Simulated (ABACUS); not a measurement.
Runs of ABACUS 3.10.1 on InP. The structure is cubic, space group F-43m (No. 216). Conventional cell: a = 5.861 Å, b = 5.861 Å, c = 5.861 Å, α = 90.00°, β = 90.00°, γ = 90.00°. In (site symmetry -43m) has 4 P at 2.54 Å as nearest neighbours. Around P (site symmetry -43m) lie 4 In at 2.54 Å. 

```csv
task,level,potentials or basis,k mesh,cutoff (eV),path,points for each segment of the path,SCF threshold on the density,eigensolver,symmetry key,gap on the mesh (eV),pressure (GPa)
single point,LDA,"PseudoDojo NC SR 0.4.1 LDA standard, DZP LCAO (the cutoffs set its grid)",7 × 7 × 7,1361,-,-,1e-07,genelpa,1,0.73,(a)
single point,PW91,"GBRV ultrasoft 1.5 PBE, plane waves",6 × 6 × 6,544,-,-,1e-08,dav,1,0.64,2.6
single point,BLYP,"SPMS ONCV 1.0 PBE, DZP LCAO (the cutoffs set its grid)",7 × 7 × 7,1361,-,-,1e-07,genelpa,1,(b),7.4
single point,PBE,"SPMS ONCV 1.0 PBE, DZP LCAO (the cutoffs set its grid)",7 × 7 × 7,1361,-,-,1e-07,genelpa,1,0.94,4.4
```

Alike in all rows: no spin polarisation; cell as given; smearing fermi-dirac 0.05 eV.

Estimate the missing entries.

(a) -0.6; (b) 0.83.

Caveats: spin-orbit coupling is left out, which moves the levels of the heavy elements; the atomic orbitals were generated for these runs and aren't a published set (some runs); the basis of atomic orbitals isn't converged, which shifts pressures, moduli and gaps (some runs); the potentials were made for another functional, which shifts forces and pressure (some runs).

A k mesh can miss the band edges, and the runs leave out spin-orbit coupling on In.
